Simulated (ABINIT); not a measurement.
# Ag (Im-3m) in ABINIT: notebook, part 2 of 2

ABINIT 10.8.3 (patched build). The steps go on from the part before.

### Step 5. Equation of state, AM05

File run.abi:

```
ndtset 7
getwfk -1
scalecart1 3*0.9795861087
scalecart2 3*0.9864848297
scalecart3 3*0.9932883884
scalecart4 3*1.0000000000
scalecart5 3*1.0066227096
scalecart6 3*1.0131594038
scalecart7 3*1.0196128224

pp_dirpath "./"
pseudos "Ag.GGA_PBE-JTH.xml"

acell 5.4191238562 5.4191238562 5.4191238562
rprim
    -0.5773502692     0.5773502692     0.5773502692
     0.5773502692    -0.5773502692     0.5773502692
     0.5773502692     0.5773502692    -0.5773502692
ntypat 1
znucl 47
natom 1
typat 1
xred
     0.0000000000     0.0000000000     0.0000000000

ecut 20.0
pawecutdg 40.0
pawxcdev 0

kptopt 1
ngkpt 11 11 11
nshiftk 1
shiftk 0.0 0.0 0.0

ixc -120135

nband 10
occopt 3
tsmear 0.00183747

nstep 100
tolvrs 1.0e-9

iomode 3
prtwf 1
prtden 0
prteig 0
prtebands 0
enunit 1
```

Potentials or basis: JTH PAW PBE v2.0.

On the command line:

```sh
$ abinit run.abi > log 2>&1
```

run.abo:

```text
.Version 10.8.3 of ABINIT
 DATASET    1 : space group Im -3 m (#229); Bravais cI (body-center cubic)
================================================================================
 Values of the parameters that define the memory need for DATASET  1.
     intxc =       0    ionmov =       0      iscf =      17    lmnmax =      18
     lnmax =       6     mgfft =      24  mpssoang =       3    mqgrid =    3001
     natom =       1  nloc_mem =       2    nspden =       1   nspinor =       1
    nsppol =       1      nsym =      48    n1xccc =       1    ntypat =       1
    occopt =       3   xclevel =       2
       mpw =         499          nfft =       13824          nkpt =          56
 PAW method is used; the additional fine FFT grid is defined by:
   mgfftf=        32    nfftf =     32768
================================================================================
================================================================================
[... 71 lines left out ...]
 DATASET    7 : space group Im -3 m (#229); Bravais cI (body-center cubic)
================================================================================
 Values of the parameters that define the memory need for DATASET  7.
     intxc =       0    ionmov =       0      iscf =      17    lmnmax =      18
     lnmax =       6     mgfft =      24  mpssoang =       3    mqgrid =    3001
     natom =       1  nloc_mem =       2    nspden =       1   nspinor =       1
    nsppol =       1      nsym =      48    n1xccc =       1    ntypat =       1
    occopt =       3   xclevel =       2
       mpw =         571          nfft =       13824          nkpt =          56
 PAW method is used; the additional fine FFT grid is defined by:
   mgfftf=        32    nfftf =     32768
================================================================================
================================================================================

--------------------------------------------------------------------------------
------------- Echo of variables that govern the present computation ------------
--------------------------------------------------------------------------------
 -outvars: echo values of preprocessed input variables --------
            acell      5.4191238562E+00  5.4191238562E+00  5.4191238562E+00 Bohr
              amu      1.07868200E+02
             ecut      2.00000000E+01 Hartree
           enunit           1
           getwfk          -1
                       outvar_i_n : Printing only first  50 k-points.
              ixc     -120135
           jdtset        1    2    3    4    5    6    7
                       outvar_i_n : Printing only first  50 k-points.
         kptrlatt       11    0    0      0   11    0      0    0   11
          kptrlen1     5.83934830E+01
          kptrlen2     5.88047182E+01
          kptrlen3     5.92102808E+01
          kptrlen4     5.96103624E+01
          kptrlen5     6.00051445E+01
          kptrlen6     6.03947992E+01
          kptrlen7     6.07794899E+01
            natom           1
            nband          10
           ndtset           7
            ngfft          24      24      24
          ngfftdg          32      32      32
             nkpt          56
            nstep         100
             nsym          48
           ntypat           1
                       prtocc : prtvol=0, do not print more k-points.
           occopt           3
        pawecutdg      4.00000000E+01 Hartree
         pawxcdev           0
           prtden           0
        prtebands           0
           prteig           0
            rprim1    -5.6556430356E-01  5.6556430356E-01  5.6556430356E-01
                       5.6556430356E-01 -5.6556430356E-01  5.6556430356E-01
                       5.6556430356E-01  5.6556430356E-01 -5.6556430356E-01
            rprim2    -5.6954728199E-01  5.6954728199E-01  5.6954728199E-01
                       5.6954728199E-01 -5.6954728199E-01  5.6954728199E-01
                       5.6954728199E-01  5.6954728199E-01 -5.6954728199E-01
            rprim3    -5.7347531844E-01  5.7347531844E-01  5.7347531844E-01
                       5.7347531844E-01 -5.7347531844E-01  5.7347531844E-01
                       5.7347531844E-01  5.7347531844E-01 -5.7347531844E-01
            rprim4    -5.7735026920E-01  5.7735026920E-01  5.7735026920E-01
                       5.7735026920E-01 -5.7735026920E-01  5.7735026920E-01
                       5.7735026920E-01  5.7735026920E-01 -5.7735026920E-01
            rprim5    -5.8117389237E-01  5.8117389237E-01  5.8117389237E-01
                       5.8117389237E-01 -5.8117389237E-01  5.8117389237E-01
                       5.8117389237E-01  5.8117389237E-01 -5.8117389237E-01
            rprim6    -5.8494785453E-01  5.8494785453E-01  5.8494785453E-01
                       5.8494785453E-01 -5.8494785453E-01  5.8494785453E-01
                       5.8494785453E-01  5.8494785453E-01 -5.8494785453E-01
            rprim7    -5.8867373749E-01  5.8867373749E-01  5.8867373749E-01
                       5.8867373749E-01 -5.8867373749E-01  5.8867373749E-01
                       5.8867373749E-01  5.8867373749E-01 -5.8867373749E-01
          spgroup         229
           tolvrs      1.00000000E-09
           tsmear      1.83747000E-03 Hartree
            typat      1
           useylm           1
                       outvars : Printing only first  50 k-points.
            znucl       47.00000

================================================================================

 chkinp: Checking input parameters for consistency, jdtset=   1.

 chkinp: Checking input parameters for consistency, jdtset=   2.
[... 42 lines left out ...]
 getcut: wavevector=  0.0000  0.0000  0.0000  ngfft=  32  32  32
         ecut(hartree)=     40.000   => boxcut(ratio)=   2.11937

--- Pseudopotential description ------------------------------------------------
- pspini: atom type   1  psp file is ./Ag.GGA_PBE-JTH.xml
 Pseudopotential format is: paw10
 basis_size (lnmax)=  6 (lmn_size= 18), orbitals=   0   0   1   1   2   2
 Spheres core radius: rc_sph= 2.51516130
 Shapefunction is BESSEL type: shapef(r,l)=aa(1,l)*jl(q(1,l)*r)+aa(2,l)*jl(q(2,l)*r)
 Radius for shape functions =  2.20290272
 Compensation charge density is not taken into account in XC energy/potential

   4.44827459E+02                                ecore*ucvol(ha*bohr**3)
--------------------------------------------------------------------------------

================================================================================

--- !BeginCycle
iteration_state: {dtset: 1, }
solver: {iscf: 17, nstep: 100, nline: 4, wfoptalg: 10, }
tolerances: {tolvrs: 1.00E-09, }
...
[... 1131 lines left out ...]
-Cartesian components of stress tensor (GPa)         [Pressure= -1.0158E+01 GPa]
- sigma(1 1)=  1.01584608E+01  sigma(3 2)=  0.00000000E+00
- sigma(2 2)=  1.01584608E+01  sigma(3 1)=  0.00000000E+00
- sigma(3 3)=  1.01584608E+01  sigma(2 1)=  0.00000000E+00

== END DATASET(S) ==============================================================
================================================================================

 -outvars: echo values of variables after computation  --------
            acell      5.4191238562E+00  5.4191238562E+00  5.4191238562E+00 Bohr
           etotal1    -3.8225703401E+01
           etotal2    -3.8225498545E+01
           etotal3    -3.8225135878E+01
           etotal4    -3.8224636247E+01
           etotal5    -3.8224019554E+01
           etotal6    -3.8223301794E+01
           etotal7    -3.8222497594E+01
            fcart1    -0.0000000000E+00 -0.0000000000E+00 -0.0000000000E+00
            fcart2    -0.0000000000E+00 -0.0000000000E+00 -0.0000000000E+00
            fcart3    -0.0000000000E+00 -0.0000000000E+00 -0.0000000000E+00
            fcart4    -0.0000000000E+00 -0.0000000000E+00 -0.0000000000E+00
            fcart5    -0.0000000000E+00 -0.0000000000E+00 -0.0000000000E+00
            fcart6    -0.0000000000E+00 -0.0000000000E+00 -0.0000000000E+00
            fcart7    -0.0000000000E+00 -0.0000000000E+00 -0.0000000000E+00
            rprim1    -5.6556430356E-01  5.6556430356E-01  5.6556430356E-01
                       5.6556430356E-01 -5.6556430356E-01  5.6556430356E-01
                       5.6556430356E-01  5.6556430356E-01 -5.6556430356E-01
[... 17 lines left out ...]
                       5.8867373749E-01  5.8867373749E-01 -5.8867373749E-01
           strten1     4.9752312559E-05  4.9752312559E-05  4.9752312559E-05
                       0.0000000000E+00  0.0000000000E+00  0.0000000000E+00
           strten2     1.1895277954E-04  1.1895277954E-04  1.1895277954E-04
                       0.0000000000E+00  0.0000000000E+00  0.0000000000E+00
           strten3     1.7881758955E-04  1.7881758955E-04  1.7881758955E-04
                       0.0000000000E+00  0.0000000000E+00  0.0000000000E+00
           strten4     2.3043223783E-04  2.3043223783E-04  2.3043223783E-04
                       0.0000000000E+00  0.0000000000E+00  0.0000000000E+00
           strten5     2.7481507237E-04  2.7481507237E-04  2.7481507237E-04
                       0.0000000000E+00  0.0000000000E+00  0.0000000000E+00
           strten6     3.1285956770E-04  3.1285956770E-04  3.1285956770E-04
                       0.0000000000E+00  0.0000000000E+00  0.0000000000E+00
           strten7     3.4527906447E-04  3.4527906447E-04  3.4527906447E-04
                       0.0000000000E+00  0.0000000000E+00  0.0000000000E+00
 Calculation completed.
```

Wall time 53 s (1 thread of Arm Neoverse V1, shared host); peak memory 0.13 GiB.

Results:

- Equilibrium volume: 16.84 Å³/atom (rough: see the caveat)
- Bulk modulus: 111 GPa (rough)

Energy against volume, from the lowest point:
| volume (Å³/atom) | energy (meV/atom) |
| --- | --- |
| 17.065 | 0.00 |
| 17.428 | 5.57 |
| 17.791 | 15.44 |
| 18.154 | 29.04 |
| 18.517 | 45.82 |
| 18.880 | 65.35 |
| 19.243 | 87.23 |

Caveat: pressures at fixed basis lie under the slope of the energies; the minimum lies outside the volumes run; the PAW data sets were made with another functional, which shifts forces and pressure a little.
